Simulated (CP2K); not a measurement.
# Au (Im-3m) in CP2K: reference runs

Aim: a first look at Au with PBEsol, on the cell as given and on a disturbed one.

Program: CP2K 2026.2. These are calculated values, not measurements. Logs are shortened: lines on timing, memory, paths and dates and some standing lists are left out, and cuts for length are marked.

### 1 The crystal as given

The structure is cubic, space group Im-3m (No. 229). Conventional cell: a = 3.315 Å, b = 3.315 Å, c = 3.315 Å, α = 90.00°, β = 90.00°, γ = 90.00°. Au (site symmetry m-3m) has 8 Au at 2.87 Å as nearest neighbours.

This isn't the form of Au at room conditions, which is fcc.

### 2 Single point, PBEsol

Contents of au_scf.inp:

```
&GLOBAL
  PROJECT au_scf
  RUN_TYPE ENERGY_FORCE
  PRINT_LEVEL LOW
&END GLOBAL
&FORCE_EVAL
  METHOD QS
  STRESS_TENSOR ANALYTICAL
  &DFT
    BASIS_SET_FILE_NAME BASIS_MOLOPT_UZH
    POTENTIAL_FILE_NAME POTENTIAL_UZH
    &MGRID
      CUTOFF 500
      REL_CUTOFF 60
      NGRIDS 4
    &END MGRID
    &QS
      METHOD GPW
      EPS_DEFAULT 1.0E-10
    &END QS
    &KPOINTS
      SCHEME MONKHORST-PACK 11 11 11
      GAMMA_CENTERED T
      SYMMETRY T
      SYMMETRY_BACKEND SPGLIB
    &END KPOINTS
    &SCF
      SCF_GUESS ATOMIC
      EPS_SCF 1.0E-6
      MAX_SCF 100
      ADDED_MOS 11
      CHOLESKY OFF
      EPS_EIGVAL 1.0E-7
      &DIAGONALIZATION ON
        ALGORITHM STANDARD
      &END DIAGONALIZATION
      &MIXING ON
        METHOD BROYDEN_MIXING
        ALPHA 0.4
        BETA 1.5
        NBUFFER 8
      &END MIXING
      &SMEAR ON
        METHOD FERMI_DIRAC
        ELECTRONIC_TEMPERATURE [K] 580.226
      &END SMEAR
    &END SCF
    &XC
      &XC_FUNCTIONAL
        &GGA_X_PBE_SOL
        &END GGA_X_PBE_SOL
        &GGA_C_PBE_SOL
        &END GGA_C_PBE_SOL
      &END XC_FUNCTIONAL
    &END XC
    &PRINT
      &KPOINTS ON
      &END KPOINTS
      &MULLIKEN ON
      &END MULLIKEN
      &MO ON
        ENERGIES T
        OCCUPATION_NUMBERS T
        &EACH
          QS_SCF 0
        &END EACH
        ADD_LAST NUMERIC
      &END MO
      &LOWDIN ON
      &END LOWDIN
      &HIRSHFELD ON
        SHAPE_FUNCTION DENSITY
      &END HIRSHFELD
      &E_DENSITY_CUBE ON
        STRIDE 2
      &END E_DENSITY_CUBE
      &V_HARTREE_CUBE ON
        STRIDE 2
      &END V_HARTREE_CUBE
      &ELF_CUBE ON
        STRIDE 2
      &END ELF_CUBE
    &END PRINT
  &END DFT
  &SUBSYS
    &CELL
      A 2.8704741098 0.0000000000 0.0000000000
      B -0.9568247033 2.7063089444 0.0000000000
      C -0.9568247033 -1.3531544722 2.3437322963
      PERIODIC XYZ
    &END CELL
    &COORD
      SCALED
      Au  0.0000000000 0.0000000000 0.0000000000
    &END COORD
    &KIND Au
      BASIS_SET TZVP-MOLOPT-PBE-GTH-q11
      POTENTIAL GTH-PBE-q11
    &END KIND
    &PRINT
      &ATOMIC_COORDINATES ON
      &END ATOMIC_COORDINATES
      &CELL ON
      &END CELL
    &END PRINT
  &END SUBSYS
  &PRINT
    &FORCES ON
    &END FORCES
    &STRESS_TENSOR ON
    &END STRESS_TENSOR
  &END PRINT
&END FORCE_EVAL
```

Potentials or basis: POTENTIAL_UZH Au GTH-PBE-q11; TZVP-MOLOPT-PBE-GTH basis.

Run with:

```bash
> OMP_NUM_THREADS=1 cp2k.psmp -i au_scf.inp -o au_scf.out
```

au_scf.out:

```text

 CP2K| version string:                                       CP2K version 2026.2
 CP2K| Input file name                                                au_scf.inp

 GLOBAL| Force Environment number                                              1
 GLOBAL| Basis set file name                                    BASIS_MOLOPT_UZH
 GLOBAL| Potential file name                                       POTENTIAL_UZH
 GLOBAL| MM Potential file name                                     MM_POTENTIAL
 GLOBAL| Coordinate file name                                      __STD_INPUT__
 GLOBAL| Method name                                                        CP2K
 GLOBAL| Project name                                                     au_scf
 GLOBAL| Run type                                                   ENERGY_FORCE
 GLOBAL| FFT library                                                       FFTW3
[... 6 lines left out ...]
 GLOBAL| Total number of message passing processes                             1
 GLOBAL| Number of threads for this process                                    1
 GLOBAL| CPU model name                                 Intel(R) Xeon(R) 6975P-C

 CELL| Volume [angstrom^3]:                                            18.207026
 CELL| Vector a [angstrom]:       2.870     0.000     0.000   |a| =     2.870474
 CELL| Vector b [angstrom]:      -0.957     2.706     0.000   |b| =     2.870474
 CELL| Vector c [angstrom]:      -0.957    -1.353     2.344   |c| =     2.870474
 CELL| Angle (b,c), alpha [degree]:                                   109.471221
 CELL| Angle (a,c), beta  [degree]:                                   109.471221
 CELL| Angle (a,b), gamma [degree]:                                   109.471221
 CELL| Numerically orthorhombic:                                              NO
 CELL| Periodicity                                                           XYZ

 CELL_REF| Volume [angstrom^3]:                                        18.207026
 CELL_REF| Vector a [angstrom     2.870     0.000     0.000   |a| =     2.870474
 CELL_REF| Vector b [angstrom    -0.957     2.706     0.000   |b| =     2.870474
 CELL_REF| Vector c [angstrom    -0.957    -1.353     2.344   |c| =     2.870474
 CELL_REF| Angle (b,c), alpha [degree]:                               109.471221
 CELL_REF| Angle (a,c), beta  [degree]:                               109.471221
 CELL_REF| Angle (a,b), gamma [degree]:                               109.471221
 CELL_REF| Numerically orthorhombic:                                          NO
 CELL_REF| Periodicity                                                       XYZ
[... 9 lines left out ...]
 TOTAL NUMBERS AND MAXIMUM NUMBERS

  Total number of            - Atomic kinds:                                   1
                             - Atoms:                                          1
                             - Shell sets:                                     1
                             - Shells:                                        10
                             - Primitive Cartesian functions:                  6
                             - Cartesian basis functions:                     40
                             - Spherical basis functions:                     34

  Maximum angular momentum of- Orbital basis functions:                        3
                             - Local part of the GTH pseudopotential:          0
                             - Non-local part of the GTH pseudopotential:      4

 MODULE QUICKSTEP: ATOMIC COORDINATES IN ANGSTROM

   Atom Kind Element         X             Y             Z       Z(eff)     Mass
      1    1 Au   79      0.000000      0.000000      0.000000  11.0000 196.9666

 SCF PARAMETERS         Density guess:                                    ATOMIC
                        --------------------------------------------------------
                        max_scf:                                             100
[... 7 lines left out ...]
                        --------------------------------------------------------
                        level_shift [a.u.]:                             0.000000
                        added MOs                                        11    0
                        --------------------------------------------------------
                        Mixing method:                            BROYDEN_MIXING
                                                charge density mixing in g-space
                        --------------------------------------------------------
                        Smear method:                                FERMI_DIRAC
                        Electronic temperature [K]:                        580.2
                        Electronic temperature [a.u.]:                  1.84E-03
                        Accuracy threshold:                             1.00E-10
                        --------------------------------------------------------
                        No outer SCF

 *******************************************************************************
                                    Kpoints
 *******************************************************************************
 BRILLOUIN| K-point scheme                                        Monkhorst-Pack
 BRILLOUIN| K-Point grid                                            11   11   11
 BRILLOUIN| Gamma-centered k-point mesh                                     ON
 BRILLOUIN| K-point symmetry accuracy                               0.100000E-05
 BRILLOUIN| K-Point point group symmetrization                                ON
 BRILLOUIN| Symmetry backend                                             SPGLIB
 BRILLOUIN| Symmetry reduction method                                    SPGLIB
 BRILLOUIN| Wavefunction type                                            COMPLEX
 BRILLOUIN| List of Kpoints [2 Pi/Bohr]                                       56
 BRILLOUIN| Number           Weight            X              Y              Z
 BRILLOUIN|     1           0.00601       -0.45455       -0.45455       -0.45455
 BRILLOUIN|     2           0.01803       -0.45455       -0.45455       -0.36364
 BRILLOUIN|     3           0.01803       -0.45455       -0.45455       -0.27273
 BRILLOUIN|     4           0.01803       -0.45455       -0.45455       -0.18182
 BRILLOUIN|     5           0.01803       -0.45455       -0.45455       -0.09091
 BRILLOUIN|     6           0.00451       -0.45455       -0.45455        0.45455
[... 32 lines left out ...]
 BRILLOUIN|    39           0.03606       -0.36364        0.00000        0.09091
 BRILLOUIN|    40           0.01803       -0.36364        0.00000        0.18182
 [... further k-points ...]
 *******************************************************************************

 Extrapolation method: initial_guess

 Number of electrons:                                                         11
 Number of occupied orbitals:                                                  6
 Number of molecular orbitals:                                                17

 Number of orbital functions:                                                 34
 Number of independent orbital functions:                                     34

 SCF WAVEFUNCTION OPTIMIZATION

  Step     Update method      Time    Convergence         Total energy    Change
  ------------------------------------------------------------------------------
     1 NoMix/Diag. 0.40E+00    7.4     0.24448657       -33.1000393562 -3.31E+01
     2 Broy./Diag. 0.40E+00    6.4     0.12730390       -34.1005815842 -1.00E+00
     3 Broy./Diag. 0.40E+00    6.2     0.13040379       -33.4868999563  6.14E-01
     4 Broy./Diag. 0.40E+00    6.2     0.00871407       -33.0897957103  3.97E-01
     5 Broy./Diag. 0.40E+00    6.2     0.00391217       -33.0819954913  7.80E-03
     6 Broy./Diag. 0.40E+00    6.2     0.00057230       -33.0888093504 -6.81E-03
     7 Broy./Diag. 0.40E+00    6.5     0.00021527       -33.0891610872 -3.52E-04
     8 Broy./Diag. 0.40E+00    6.8     0.00014551       -33.0887746480  3.86E-04
     9 Broy./Diag. 0.40E+00    6.4     0.00000751       -33.0887654579  9.19E-06
    10 Broy./Diag. 0.40E+00    6.6     0.00001102       -33.0887615130  3.94E-06
    11 Broy./Diag. 0.40E+00    7.0     0.00000009       -33.0887596245  1.89E-06

  *** SCF run converged in    11 steps ***

  Electronic density on regular grids:        -10.9999999997        0.0000000003
  Core density on regular grids:               10.9999999983       -0.0000000017
  Total charge density on r-space grids:       -0.0000000015
  Total charge density g-space grids:          -0.0000000015

  Overlap energy of the core charge distribution:               0.00000000746823
  Self energy of the core charge distribution:                -57.78919572466929
  Core Hamiltonian energy:                                     18.28453182809982
  Hartree energy:                                              11.58607821000503
  Exchange-correlation energy:                                 -5.16995345329063
  Electronic entropic energy:                                  -0.00022049211554
  Fermi energy:                                                 0.33802345979934

  Total energy:                                               -33.08875962449887
  Total energy (extrapolated to T->0):                        -33.08864937844110

 MO| EIGENVALUES AND OCCUPATION NUMBERS FOR K POINT 1
 MO|
 MO|  Index      Eigenvalue [a.u.]        Eigenvalue [eV]             Occupation
 MO|      1               0.117246               3.190416               2.000000
 MO|      2               0.117246               3.190419               2.000000
 MO|      3               0.248245               6.755096               2.000000
 MO|      4               0.274876               7.479768               2.000000
 MO|      5               0.274877               7.479771               2.000000
 MO|      6               0.535542              14.572852               0.000000
[... 9 lines left out ...]
 MO|     16               1.982787              53.954388               0.000000
 MO|     17               1.982874              53.956734               0.000000
 MO| Sum:                                                              10.000000
[... 283 lines left out ...]
 MO|      3               0.204879               5.575049               2.000000
 MO|      4               0.222149               6.044987               2.000000
 MO|      5               0.282045               7.674840               2.000000
 MO|      6               0.427846              11.642279               0.000000
[... 9 lines left out ...]
 MO|     16               1.852131              50.399046               0.000000
 MO|     17               1.907162              51.896516               0.000000
 MO| Sum:                                                              10.000000
 MO| E(Fermi):            0.338023 a.u.          9.198086 eV

 [... the levels of further k-points ...]

 The electron density is written in Cube    file format to the file:

 au_scf-ELECTRON_DENSITY-1_0.cube

 !-----------------------------------------------------------------------------!
                     Mulliken Population Analysis

 #  Atom  Element  Kind  Atomic population                           Net charge
       1     Au       1         11.000000                             -0.000000
 # Total charge                             11.000000                 -0.000000

 !-----------------------------------------------------------------------------!

 !-----------------------------------------------------------------------------!
                           Hirshfeld Charges

  #Atom  Element  Kind  Ref Charge     Population                    Net charge
      1       Au     1      11.000         11.000                        -0.000

  Total Charge                                                           -0.000
 !-----------------------------------------------------------------------------!

 LOWDIN POPULATION ANALYSIS

 #  Atom  Element  Kind  Atomic population                           Net charge
       1     Au       1         11.000000                              0.000000
 # Total charge                             11.000000                  0.000000

               ----- ELF is computed on the real space grid -----

 ELF is written in Cube    file format to the file:

 au_scf-ELF_S1-1_0.cube

 ENERGY| Total FORCE_EVAL ( QS ) energy [hartree]            -33.088759526489348

 FORCES| Atomic forces [hartree/bohr]
 FORCES|   Atom     x               y               z               |f|
 FORCES|      1 -4.38888818E-15 -4.27670332E-15  1.90159843E-15   6.41627675E-15
 FORCES| Sum    -4.38888818E-15 -4.27670332E-15  1.90159843E-15
 FORCES| Total atomic force                                       6.41627675E-15

 STRESS| Analytical stress tensor [bar]
 STRESS|                        x                   y                   z
 STRESS|      x       -3.90204804622E+04   9.51278286478E-03   1.97036807814E-02
 STRESS|      y        9.51278286478E-03  -3.90206578677E+04   1.38832439892E-02
 STRESS|      z        1.97036807814E-02   1.38832439892E-02  -3.90206641591E+04
 STRESS| 1/3 Trace                                            -3.90206008296E+04
 STRESS| Determinant                                          -5.94130512481E+13

 STRESS| Eigenvectors and eigenvalues of the analytical stress tensor [bar]
 STRESS|                        1                   2                   3
 STRESS| Eigenvalues  -3.90206757405E+04  -3.90206490415E+04  -3.90204777069E+04
 STRESS|      x          -0.051912108114     -0.113870015627      0.992138474495
 STRESS|      y          -0.595243320680      0.801240860224      0.060815072904
 STRESS|      z           0.801866898068      0.587406761493      0.109374468389
```

Run time: 100 s. Hardware: 1 thread of Intel Xeon 6975P-C (Granite Rapids), shared host; peak memory 0.34 GiB.

What came out:

```yaml
Free_energy: -900.3909 eV
Pressure: -3.9 GPa
Band_gap_on_the_k_mesh: none (metal or under the smearing width)
```

Caveat: the potentials were made for another functional, which shifts forces and pressure; the basis of atomic orbitals isn't converged, which shifts pressures, moduli and gaps. The run has no spin-orbit coupling, so splittings on Au are missing.

### 3 Single point, PBEsol (cell strained at random at fixed volume)

au_scf.inp: that of step 2 with these lines changed.

```diff
@@ -44,3 +44,3 @@
         METHOD FERMI_DIRAC
-        ELECTRONIC_TEMPERATURE [K] 580.226
+        ELECTRONIC_TEMPERATURE 580.23
       &END SMEAR
@@ -73,11 +73,2 @@
       &END HIRSHFELD
-      &E_DENSITY_CUBE ON
-        STRIDE 2
-      &END E_DENSITY_CUBE
-      &V_HARTREE_CUBE ON
-        STRIDE 2
-      &END V_HARTREE_CUBE
-      &ELF_CUBE ON
-        STRIDE 2
-      &END ELF_CUBE
     &END PRINT
@@ -86,5 +77,5 @@
     &CELL
-      A 2.8704741098 0.0000000000 0.0000000000
-      B -0.9568247033 2.7063089444 0.0000000000
-      C -0.9568247033 -1.3531544722 2.3437322963
+      A 2.8540719728 0.0000000000 0.0000000000
+      B -0.9116105770 2.6571346527 0.0000000000
+      C -1.0375754950 -1.3913330894 2.4008254876
       PERIODIC XYZ
@@ -92,4 +83,3 @@
     &COORD
-      SCALED
-      Au  0.0000000000 0.0000000000 0.0000000000
+      Au  0.0094787044 -0.0157789593 -0.0511399837
     &END COORD
@@ -104,2 +94,4 @@
       &END CELL
+      &SYMMETRY ON
+      &END SYMMETRY
     &END PRINT
```

Potentials or basis: POTENTIAL_UZH Au GTH-PBE-q11; TZVP-MOLOPT-PBE-GTH basis.

Run with:

```bash
> OMP_NUM_THREADS=1 cp2k.psmp -i au_scf.inp -o au_scf.out
```

Wall time 2.5 min (1 thread of Intel Xeon 6975P-C (Granite Rapids), shared host); peak memory 0.43 GiB.

The run converged. Its results:

| Property | Result |
| --- | --- |
| Free energy | -900.3817 eV |
| Pressure | -3.4 GPa |
| Band gap on the k mesh | none (metal or under the smearing width) |

Stress tensor (GPa, compression positive):
```
-3.13 -2.14  0.77
-2.14 -1.59  1.61
 0.77  1.61 -5.43
```

Levels at points of the mesh, in eV from the Fermi level:
```
           k point  band 3  band 4  band 5  band 6  band 7  band 8
(0.00, 0.00, 0.00)   -4.56   -4.08   -2.69   -2.60   18.45   18.91
```

Caveat: the potentials were made for another functional, which shifts forces and pressure; the basis of atomic orbitals isn't converged, which shifts pressures, moduli and gaps. Spin-orbit coupling is left out, which matters for the levels of Au.
